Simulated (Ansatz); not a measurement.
Crystal: Br.

```
CELL_PARAMETERS angstrom
3.36325 -2.32255 0.00000
3.36325 2.32255 0.00000
0.00000 0.00000 8.70230
ATOMIC_POSITIONS crystal
Br 0.36510 0.63490 0.39010
Br 0.13490 0.86510 0.89010
Br 0.63490 0.36510 0.60990
Br 0.86510 0.13490 0.10990
```

* Program: Ansatz 0.2.0
* Task: relaxation of cell and atoms
* Functional: BLYP
* Potentials or basis: Ansatz PAW
* Cutoff: 420 eV (not typed: the program's choice for these potentials)
* k mesh: 7 × 7 × 3
* Occupations: fermi-dirac, width 0.05 eV
* Spin: no spin polarisation

At the start: volume 33.99 Å³/atom.

Task: How do energy, volume and symmetry change on relaxing?

Result: It ends after 30 steps and the volume is 61.91 Å³/atom (+82.1 %); space group Cmce (No. 64, to 0.05 Å).

Step by step:
```csv
step,energy change (eV),largest force (eV/Å),volume (Å³)
1,0.0000,1.2657,135.95
2,-0.2196,0.1700,149.01
3,-0.2757,0.0208,156.01
4,-0.3076,0.0129,163.81
5,-0.3238,0.0834,164.54
6,-0.3255,0.1061,161.27
7,-0.3302,0.0054,165.81
8,-0.3306,0.0013,165.46
9,-0.3307,0.0018,164.84
10,-0.3523,0.0017,164.84
11,-0.3699,0.0359,170.75
12,-0.3834,0.0239,178.53
13,-0.3924,0.0285,184.41
14,-0.3967,0.0435,191.00
15,-0.3978,0.0021,191.44
16,-0.3977,0.0005,192.22
17,-0.3977,0.0007,192.02
18,-0.4064,0.0009,192.02
19,-0.4125,0.0052,197.38
20,-0.4184,0.0104,203.98
21,-0.4212,0.0049,208.17
22,-0.4246,0.0038,215.42
23,-0.4253,0.0082,221.72
24,-0.4308,0.0080,221.72
25,-0.4338,0.0067,228.42
26,-0.4363,0.0086,234.08
27,-0.4382,0.0071,241.31
28,-0.4392,0.0072,241.31
29,-0.4409,0.0011,247.64
30,-0.4412,0.0011,247.64
```

Final structure:
```yaml
crystal:
  lattice:
    - [6.14964, -2.26297, 0.00000]
    - [6.14964, 2.26297, 0.00000]
    - [0.00000, 0.00000, 8.89725]
  atoms:
    - { symbol: Br, position: [0.36570, 0.63430, 0.38260] }
    - { symbol: Br, position: [0.13430, 0.86570, 0.88260] }
    - { symbol: Br, position: [0.63430, 0.36570, 0.61740] }
    - { symbol: Br, position: [0.86570, 0.13430, 0.11740] }
```

Caveat: the volume moved by over 15 % at a fixed basis, so the end points are rough; the plane-wave basis is chosen anew once the cell has moved, so the energies of steps on either side of that aren't comparable; the volume moved by +82 % from the deposited cell, more than functionals usually miss; the PAW data sets come from PBE, with cores solved anew for the run's functional, which leaves a small shift of forces and pressure.
